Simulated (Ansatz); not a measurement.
# BaS: the cost of one run

Computed with Ansatz 0.2.0 (DFT PBEsol, scalar-relativistic, plane waves, PAW, unless a step's input says otherwise).

1 further run of the same task is left out (set aside as unsound or not needed).

### Step 1. The starting structure

It takes space group Fm-3m (No. 225, cubic). Conventional cell: a = 6.333 Å, b = 6.333 Å, c = 6.333 Å, α = 90.00°, β = 90.00°, γ = 90.00°. Ba (site symmetry m-3m) has 6 S at 3.17 Å as nearest neighbours. Around S (site symmetry m-3m) lie 6 Ba at 3.17 Å.

Coordinates:

```
Ba S
1.0
     0.00000    3.16630    3.16630
     3.16630    0.00000    3.16630
     3.16630    3.16630    0.00000
Ba S
1 1
Direct
  0.00000 0.00000 0.00000
  0.50000 0.50000 0.50000
```

It is the result of an earlier relaxation at this level (volume 31.74 Å³/atom; gap on the mesh: 2.04 eV).

### Step 2. Next: the ladder chain

A free-standing chain of the crystal's atoms, periodic along c. Atoms and period relax; energies count from the bulk, -3375.8990 eV an atom.

The cell holds 2 Ba, 2 S: a = 12.000 Å, b = 9.300 Å, c = 5.699 Å, α = 90.00°, β = 90.00°, γ = 90.00°.

### Step 3. Relaxation

Pressure and volume refer to the whole cell with its vacuum; only the period along c may change.

File input.yaml:

```yaml
crystal:
  lattice:
    - [12.0, 0.0, 0.0]
    - [0.0, 9.3, 0.0]
    - [0.0, 0.0, 5.6993413917]
  atoms:
    - { symbol: Ba, position: [0.3753269071, 0.5, 0.0], spin: 0.5 }
    - { symbol: S, position: [0.3753269071, 0.5, 0.5], spin: 0.5 }
    - { symbol: S, position: [0.6246730929, 0.5, 0.0], spin: 0.5 }
    - { symbol: Ba, position: [0.6246730929, 0.5, 0.5], spin: 0.5 }
basis:
  ecutwfc: 420
kpoints:
  mp_grid: { grid: [1, 1, 12] }
hamiltonian:
  xc: pbesol
scf:
  occupations: { method: gaussian, width: 0.05 }
output:
  forces: true
  stress: true
  eigenvalues: true
  populations: true
  write_density: true
  write_potential: true
  elf: true
  volumetric_format: npy
magnetization:
  spin_polarized: true
relax:
  adjacent_minimum: "off"
  f_tol: 0.01
  max_steps: 45
  cell: { fix: [a, b, alpha, beta, gamma], stress_tol: 0.03 }
```

The run is started by

```sh
> ansatz run input.yaml --threads 2 --pin off --max-ram 5120MiB --backend cpu --events-out ev --progress --plain --runs-dir out
```

**Question.** How long does this run take on 2 threads of Arm Neoverse V2, shared host, and how much memory does it need?

About 54 s, with a peak of 0.88 GiB.
